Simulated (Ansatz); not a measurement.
Rows from a G0W0 calculation on Br vacancy (charge +1) in KBr (31-atom cell) (Ansatz 0.2.0; G0W0 on LDA, plane waves, PAW; 2×2×2 mesh, 1213 empty bands, screening to 90 eV), in eV. Spin-orbit coupling is left out.

```csv
row,Σx,Σc,Vxc,Z
A,-19.33,2.29,-15.69,0.80
B,-3.22,-2.99,-7.61,0.85
C,-3.61,-2.72,-7.39,0.86
D,-18.87,2.33,-15.16,0.79
E,-3.18,-2.62,-6.77,0.86
```

Question: Which rows are filled states and which are empty ones, and how can one tell?

Filled: A and D. Empty: B, C and E. The sign of Σc tells: for a filled state bare exchange, which holds its interaction with itself, lies below Vxc (Σx − Vxc is -3.6 eV or lower here) and screening gives part back as a positive Σc. For an empty state Σx lies above Vxc (+3.6 eV or more) and the Coulomb hole leaves Σc negative.

[Paths, hosts, dates, memory and timing lines, banners, echoed tables and standing remarks are left out of the program output.]

[Logs are printed without paths, hosts, clocks, repeated set-up lines and the standing remarks that a program may print on its own settings, such as how far it seeks lower states.]

[Runs of the session that timed out or met a known fault of the program may be left out.]

[Cells called generated may have been cut or substituted from an entry of the Crystallography Open Database or the Materials Project.]

[Hosts, paths, dates, database ids (printed as entryN), source tags and the programs' standing remarks are cut or masked in the printed files.]
